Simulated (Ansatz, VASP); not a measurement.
**NiSb (Breithauptite) in VASP and in Ansatz**

INCAR

```
SYSTEM = NiSb
  PREC = Accurate
  ENCUT = 520
  EDIFF = 1E-6
  ISMEAR = -1
  SIGMA = 0.05
  LREAL = .FALSE.
  LASPH = .TRUE.
  NELM = 150
  ALGO = Normal
  ISIF = 2
  LWAVE = .FALSE.
  LCHARG = .FALSE.
  ISPIN = 2
  MAGMOM = 0 0 1 1
  LORBIT = 11
  LMAXMIX = 4
  GGA = PS
  NBANDS = 27
```

The input KPOINTS:

```
Automatic mesh
0
G
  7 7 5
  0 0 0
```

Contents of POSCAR:

```
NiSb
1.0
    3.9280000000      0.0000000000      0.0000000000
   -1.9640000000      3.4017477861      0.0000000000
    0.0000000000      0.0000000000      5.1200000000
Sb Ni
2 2
Direct
    0.6666666667      0.3333333333      0.7500000000
    0.3333333333      0.6666666667      0.2500000000
    0.0000000000      0.0000000000      0.5000000000
    0.0000000000      0.0000000000      0.0000000000
```

Contents of input.yaml:

```yaml
crystal:
  lattice:
    - [3.928, 0.0, 0.0]
    - [-1.964, 3.4017477861, 0.0]
    - [0.0, 0.0, 5.12]
  atoms:
    - { symbol: Sb, position: [0.6666666667, 0.3333333333, 0.75] }
    - { symbol: Sb, position: [0.3333333333, 0.6666666667, 0.25] }
    - { symbol: Ni, position: [0.0, 0.0, 0.5], spin: 1.0 }
    - { symbol: Ni, position: [0.0, 0.0, 0.0], spin: 1.0 }
hamiltonian:
  xc: pbesol
  pseudopotentials: { kind: paw }
magnetization:
  spin_polarized: true
kpoints:
  mp_grid: { grid: [7, 7, 5] }
scf:
  occupations: { method: fermi_dirac, width: 0.05 }
output:
  forces: true
  stress: true
  eigenvalues: true
```

Alike in both runs: task single point; functional PBEsol; k mesh 7 × 7 × 5; occupations fermi-dirac, width 0.05 eV; collinear spin.

|  | VASP | Ansatz |
| --- | --- | --- |
| version | VASP 6.6.1 | Ansatz 0.2.0 |
| potentials or method | VASP PAW PBE potentials, release 64 (Sb, Ni) | Ansatz PAW |
| plane-wave cutoff (eV) | 520 | 420 |
| valence electrons in the cell | 30 | 66 |

```csv
,VASP,Ansatz,Ansatz less VASP
gap on the k mesh at the Fermi level (eV),none,none,-
pressure (GPa),-1.9,-2.0,-0.11
largest component of the traceless stress (GPa),0.37,0.43,+0.065
net moment per atom (μB),0.00,0.00,0.000
```

A gap of «none» marks a metal or a gap that the smearing closes. The two sets of potentials don't hold the same shells in valence.

Caveats: the PAW data sets were made with another functional, which shifts forces and pressure a little (VASP); the PAW data sets come from PBE, with cores solved anew for the run's functional, which leaves a small shift of forces and pressure (Ansatz); the starting moments weren't kept (Ansatz). The runs have no spin-orbit coupling, so splittings on Sb are missing.
